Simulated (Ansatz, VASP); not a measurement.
## One calculation of Mo, two programs

The input INCAR:

```
SYSTEM = Mo
PREC = Accurate ; ENCUT = 520
EDIFF = 1E-7 ; ISMEAR = 0
SIGMA = 0.022 ; LREAL = .False.
LASPH = .True. ; NELM = 60
ALGO = Normal ; ISIF = 2
LWAVE = .False. ; LCHARG = .True.
GGA = PE ; LELF = .True.
LVHAR = .True. ; NBANDS = 13
```

File KPOINTS:

```
regular mesh
0
Gamma
  12 12 12
  0 0 0
```

The input POSCAR:

```
Mo
1.0
   -1.5838089719      1.5838089719      1.5838089719
    1.5838089719     -1.5838089719      1.5838089719
    1.5838089719      1.5838089719     -1.5838089719
Mo
1
Direct
    0.0000000000      0.0000000000      0.0000000000
```

The input input.yaml:

```yaml
crystal:
  lattice:
    - [-1.5838089719, 1.5838089719, 1.5838089719]
    - [1.5838089719, -1.5838089719, 1.5838089719]
    - [1.5838089719, 1.5838089719, -1.5838089719]
  atoms:
    - { symbol: Mo, position: [0.0, 0.0, 0.0] }
hamiltonian:
  xc: pbe
  pseudopotentials: { kind: paw }
kpoints:
  mp_grid: { grid: [12, 12, 12] }
scf:
  occupations: { method: gaussian, width: 0.022 }
output:
  forces: true
  stress: true
  eigenvalues: true
  write_density: true
  write_potential: true
  elf: true
  volumetric_format: npy
```

Alike in both runs: task single point; functional PBE; k mesh 12 × 12 × 12; occupations gaussian, width 0.022 eV; no spin polarisation.

|  | VASP | Ansatz |
| --- | --- | --- |
| version | VASP 6.6.1 | Ansatz 0.2.0 |
| potentials or method | VASP PAW PBE potentials, release 64 (Mo_sv) | Ansatz PAW |
| plane-wave cutoff (eV) | 520 | 420 |
| valence electrons in the cell | 14 | 14 |

|  | VASP | Ansatz | Ansatz less VASP |
| --- | --- | --- | --- |
| gap on the k mesh at the Fermi level (eV) | none | none | - |
| pressure (GPa) | -1.4 | -1.9 | -0.50 |

A gap of «none» marks a metal or a gap that the smearing closes.
